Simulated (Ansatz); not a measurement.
# Hg (Hg, alpha-Hg (rhombohedral)): the cost of one run

Program: Ansatz 0.2.0. Level of theory: DFT RPBE, plane waves (420 eV) with PAW, scalar-relativistic; PAW files made under PBE, frozen cores solved again for the functional. These are calculated values, not measurements.

### 1 The starting structure

Symmetry: R-3m, No. 166, trigonal system. Conventional cell: a = 3.458 Å, b = 3.458 Å, c = 6.684 Å, α = 90.00°, β = 90.00°, γ = 120.00°. Around Hg (site symmetry -3m) lie 6 Hg at 2.99 Å.

Structure file:

```
CELL_PARAMETERS angstrom
1.72900 0.99824 2.22800
-1.72900 0.99824 2.22800
0.00000 -1.99648 2.22800
ATOMIC_POSITIONS crystal
Hg 0.00000 0.00000 0.00000
```

### 2 Relaxation of the cell

Input file input.yaml:

```yaml
crystal:
  lattice:
    - [1.7290008993, 0.9982391346, 2.228]
    - [-1.7290008993, 0.9982391346, 2.228]
    - [0.0, -1.9964782693, 2.228]
  atoms:
    - { symbol: Hg, position: [1.0, 0.0, 0.0] }
hamiltonian:
  xc: rpbe
  pseudopotentials:
    kind: paw
    azcp:
      Hg: "pseudopotentials/Hg.paw.azcp"
basis:
  ecutwfc: 420
  fft_grid_basis: typed
kpoints:
  mp_grid: { grid: [11, 11, 11], shift: [0, 0, 0] }
magnetization:
  spin_polarized: false
scf:
  occupations: { method: fermi_dirac, width: 0.1 }
relax:
  max_steps: 60
  f_tol: 0.01
  cell: {}
```

**Question.** How long does this run take on 4 threads of an Arm CPU, shared host, and how much memory does it need?

About 42 s, with a peak of 0.5 GiB.
